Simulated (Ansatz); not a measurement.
# MgTe: stress in a strained cell

MgTe is deformed so: equal xx and yy strain of -2 %. What stress and forces result, by LAPW, PAW and all-electron datasets made for the crystal?

Program: Ansatz 0.2.0. Level of theory: DFT PBEsol, scalar-relativistic. These are calculated values, not measurements.

## Step 1: The structure to begin with

The structure is hexagonal, space group P6_3mc (No. 186). Conventional cell: a = 4.540 Å, b = 4.540 Å, c = 7.395 Å, α = 90.00°, β = 90.00°, γ = 120.00°. Around Mg (site symmetry 3m) lie 4 Te at 2.74 to 2.79 Å. Te (site symmetry 3m) is surrounded by 4 Mg at 2.74 to 2.79 Å.

Coordinates:

```xyz
4
Lattice="4.5400 0.0000 0.0000 -2.2700 3.9318 0.0000 0.0000 0.0000 7.3950" Properties=species:S:1:pos:R:3 pbc="T T T"
Mg    0.0000    2.6212    0.0000
Mg    2.2700    1.3106    3.6975
Te    0.0000    2.6212    2.7361
Te    2.2700    1.3106    6.4336
```

Atoms are numbered in the order of the input: Mg1, Mg2, Te3, Te4.

## Step 2: After the deformation

Space group P6_3mc before, P6_3mc after.

## Step 3: Full-potential LAPW

File input.yaml:

```yaml
crystal:
  lattice:
    - [4.4492019804, 0.0, 0.0]
    - [-2.2246009902, 3.8531219415, 0.0]
    - [0.0, 0.0, 7.395]
  atoms:
    - { symbol: Mg, position: [0.3333333333, 0.6666666667, 0.0] }
    - { symbol: Mg, position: [0.6666666667, 0.3333333333, 0.5] }
    - { symbol: Te, position: [0.3333333333, 0.6666666667, 0.37] }
    - { symbol: Te, position: [0.6666666667, 0.3333333333, 0.87] }
kpoints:
  mp_grid: { grid: [10, 10, 6] }
  band_path:
    path:
      - [0.0, 0.0, 0.0]
      - [0.5, 0.0, 0.0]
      - [0.3333333333, 0.3333333333, 0.0]
      - [0.0, 0.0, 0.0]
      - [0.0, 0.0, 0.5]
      - [0.5, 0.0, 0.5]
      - [0.3333333333, 0.3333333333, 0.5]
      - [0.0, 0.0, 0.5]
      - [0.5, 0.0, 0.5]
    npoints: 5
scf:
  occupations: { method: fermi_dirac, width: 0.05 }
hamiltonian:
  xc: pbesol
  pseudopotentials: { kind: all_electron, lapw: { basis_error: 0.001 } }
output:
  forces: true
  stress: true
  eigenvalues: true
```

Command:

```sh
$ ansatz run input.yaml --threads 1 --pin off --max-ram 4096MiB --backend cpu --events-out ev --progress --plain --runs-dir out
```

## Step 4: Frozen-core PAW

File input.yaml:

```yaml
crystal:
  lattice:
    - [4.4492019804, 0.0, 0.0]
    - [-2.2246009902, 3.8531219415, 0.0]
    - [0.0, 0.0, 7.395]
  atoms:
    - { symbol: Mg, position: [0.3333333333, 0.6666666667, 0.0] }
    - { symbol: Mg, position: [0.6666666667, 0.3333333333, 0.5] }
    - { symbol: Te, position: [0.3333333333, 0.6666666667, 0.37] }
    - { symbol: Te, position: [0.6666666667, 0.3333333333, 0.87] }
kpoints:
  mp_grid: { grid: [10, 10, 6] }
scf:
  occupations: { method: fermi_dirac, width: 0.05 }
hamiltonian:
  xc: pbesol
  pseudopotentials: { kind: paw }
output:
  forces: true
  stress: true
  eigenvalues: true
  efg: { contact_densities: true }
```

## Step 5: All-electron PAW on datasets made for the crystal

Changes to input.yaml since step 4:

```diff
@@ -16,3 +16,3 @@
   xc: pbesol
-  pseudopotentials: { kind: paw }
+  pseudopotentials: { kind: all_electron, datasets: crystal }
 output:
```

(Steps that only read results are left out.)

Before running it: what results should come out? Wanted: pressure; largest shear or deviatoric stress.

**Answer**, as computed:

| quantity | value |
| --- | --- |
| pressure | LAPW 2.06, PAW 2.07, crystal datasets 2.06 GPa |
| largest shear or deviatoric stress (LAPW) | 0.17 GPa |

**Reading.** The largest part of the stress beyond the pressure is 0.17 GPa in size, in the zz component; the atoms are carried along and not relaxed. No run of the undeformed cell stands beside it, so pressure and stress hold what the given cell had before the change, as far as its symmetry allows. PAW: stress within 0.01 GPa of LAPW, forces within 1 meV/Å. Crystal datasets: stress within 0.01 GPa of LAPW, forces within 1 meV/Å. Spin-orbit coupling is left out, though the cell holds Te; in elements this heavy it can shift bands and gaps by tenths of an eV.

These are semilocal Kohn-Sham gaps, which aren't the measured quantity. Such gaps usually fall short of the measured ones; spin-orbit coupling, left out here, narrows gaps with Te, so the two errors partly cancel.
